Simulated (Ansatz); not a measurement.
# SiO2: the cost of one run

Method: DFT PBE+D3(BJ), scalar-relativistic, plane waves, PAW, unless a step names another level, in Ansatz 0.2.0.

1 further run of the same task is left out (set aside as unsound or not needed).

## (1) The system as given

Symmetry: P6_3mc, No. 186, hexagonal system. Conventional cell: a = 2.687 Å, b = 2.687 Å, c = 9.171 Å, α = 90.00°, β = 90.00°, γ = 120.00°. Si (site symmetry 3m) is surrounded by 6 O at 1.80 Å. O (site symmetry 3m) is surrounded by 3 Si at 1.80 Å.

Structure file:

```cif
data_structure
_symmetry_space_group_name_H-M 'P 1'
_symmetry_Int_Tables_number 1
_cell_length_a 2.6870
_cell_length_b 2.6870
_cell_length_c 9.1713
_cell_angle_alpha 90.000
_cell_angle_beta 90.000
_cell_angle_gamma 120.000
_cell_volume 57.34
loop_
_atom_site_label
_atom_site_type_symbol
_atom_site_fract_x
_atom_site_fract_y
_atom_site_fract_z
_atom_site_occupancy
Si1 Si 0.33333 0.66667 0.10111 1
Si2 Si 0.66667 0.33333 0.60111 1
O1 O 0.00000 0.00000 0.20087 1
O2 O 0.66667 0.33333 0.00130 1
O3 O 0.00000 0.00000 0.70087 1
O4 O 0.33333 0.66667 0.50130 1
```

It is the end of an earlier relaxation with the same method, from a generated guess; it is a trial structure. At a tolerance of 0.02 Å it has space group P6_3mc (No. 186); it has 9.56 Å³/atom, an uncorrected energy of -2.54 eV/atom over the elements and, on its mesh, gap 6.16 eV.

## (2) Band edges anywhere in the zone

File input.yaml:

```yaml
crystal:
  lattice:
    - [2.6869742012, 0.0, 0.0]
    - [-1.3434871006, 2.3269879176, 0.0]
    - [0.0, 0.0, 9.1712618967]
  atoms:
    - { symbol: Si, position: [0.3333333333, 0.6666666667, 0.1011144966] }
    - { symbol: Si, position: [0.6666666667, 0.3333333333, 0.6011144966] }
    - { symbol: O, position: [0.0, 0.0, 0.200870604] }
    - { symbol: O, position: [0.6666666667, 0.3333333333, 0.0012992394] }
    - { symbol: O, position: [0.0, 0.0, 0.700870604] }
    - { symbol: O, position: [0.3333333333, 0.6666666667, 0.5012992394] }
basis:
  ecutwfc: 420
kpoints:
  mp_grid: { grid: [12, 12, 4] }
  band_path: { path: [VBM, CBM], npoints: 2 }
hamiltonian:
  xc: pbe
  dispersion: d3bj
scf:
  occupations: { method: gaussian, width: 0.02 }
output:
  forces: false
  stress: false
  eigenvalues: true
checkpoint:
  read: start.run
  write: ck
  compress: false
  write_wavefunctions: false
  write_every: 100000
```

Run with:

```console
$ ansatz run input.yaml --threads 1 --pin off --max-ram 2560MiB --backend cpu --events-out ev --progress --plain --runs-dir out
```

Q: Estimate wall time and peak memory on 1 thread of Intel Xeon Platinum 8488C (Sapphire Rapids), shared host.

About 13 s, with a peak of 0.4 GiB.
